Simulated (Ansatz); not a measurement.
A: InP (zinc blende), a = 5.960 Å, b = 5.960 Å, c = 5.960 Å, α = 90.00°, β = 90.00°, γ = 90.00°
B: TaC (rock salt), a = 4.4759 Å, b = 4.4759 Å, c = 4.4759 Å, α = 90.00°, β = 90.00°, γ = 90.00°
C: Ce (fcc, Cu type), a = b = c = 4.732 Å, α = β = γ = 90.00°
D: LiI (rock salt), a = b = c = 6.0190 Å, α = β = γ = 90.00°
E: RbCl (rock salt), a = 6.6978 Å, b = 6.6978 Å, c = 6.6978 Å, α = 90.00°, β = 90.00°, γ = 90.00°

Scan: energy against volume (even scaling of the relaxed cell, symmetry kept). All come from one method, each on a k mesh of its own. All were relaxed with their symmetry unable to fall. Ce is run without spin polarisation. Spin-orbit coupling is left out. TaC is run without spin polarisation. The relaxed volume of Ce is well below the measured one. The filling of the f shell was not checked against other fillings, so treat energies with care. (This holds for the magnetic or f-shell members.)

Q: Order them by bulk modulus (fitted) (lowest first) at the level PBE (plane waves to 420 eV, PAW, scalar-relativistic; Ansatz, a program for electronic structure).

A: E (14.2 GPa), D (19.8 GPa), C (38.1 GPa), A (59.4 GPa), B (324 GPa)

(A scan under strain: stresses follow from slopes of the energy per volume, elastic moduli from its curvatures.)
